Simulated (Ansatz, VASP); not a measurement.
**One calculation of H12C3N4, two programs**

```
C N H
1.0
     8.40045    0.00000    0.00000
     0.00000    8.40045    0.00000
     0.00000    0.00000    8.40045
C N H
6 8 24
Direct
  0.85588 0.41048 0.03156
  0.79051 0.38591 0.18938
  0.50555 0.71485 0.13179
  0.35611 0.63332 0.16062
  0.89951 0.69838 0.52357
  0.04890 0.65434 0.59721
  0.73633 0.36925 0.31580
  0.23579 0.56868 0.18223
  0.16898 0.61915 0.65651
  0.41690 0.92139 0.69870
  0.19322 0.18322 0.29626
  0.97375 0.88970 0.17810
  0.52299 0.43598 0.76555
  0.08057 0.20226 0.74611
  0.94032 0.51039 0.03474
  0.92070 0.30487 0.98887
  0.75913 0.43714 0.94687
  0.58909 0.69334 0.22988
  0.55831 0.66973 0.02086
  0.48501 0.84346 0.12032
  0.82878 0.77071 0.60646
  0.92036 0.76736 0.41304
  0.83215 0.59041 0.49284
  0.51651 0.88379 0.75921
  0.34718 0.82169 0.68483
  0.45609 0.95012 0.58689
  0.17103 0.29756 0.25970
  0.19543 0.18851 0.41797
  0.30831 0.16196 0.26282
  0.03847 0.98794 0.21434
  0.05542 0.80427 0.14836
  0.92078 0.92228 0.07352
  0.57835 0.38806 0.66808
  0.47163 0.34172 0.82305
  0.42961 0.50112 0.72172
  0.01237 0.18285 0.64720
  0.13371 0.31065 0.72959
  0.16965 0.11882 0.74541
```

Alike in both runs: functional PBE; k mesh 1 × 1 × 1; occupations fermi-dirac, width 0.02 eV; no spin polarisation.

Ansatz relaxed the structure, and its values are those at the end. VASP's run is a single point on that final structure, the one shown.

```csv
,VASP,Ansatz
version,VASP 6.6.1,Ansatz 0.2.0
potentials or method,"VASP PAW PBE potentials, release 64 (C, N, H)","scalar-relativistic, plane waves, PAW"
plane-wave cutoff (eV),520,420
valence electrons in the cell,88,88
```

Ansatz gave:

```
gap on the k mesh at the Fermi level (eV) : 3.96
rms of the force components (eV/Å)        : 0.035
```

Task: Which values does VASP return?

Result: gap on the k mesh at the Fermi level (eV): 3.95; rms of the force components (eV/Å): 0.097.

Ansatz warned: «xc_potential_rough_in_thin_density».

Caveats: the standard files for N, O and F lose accuracy on very short bonds. Expect the measured gap to be larger: semilocal functionals such as PBE lack the derivative discontinuity.
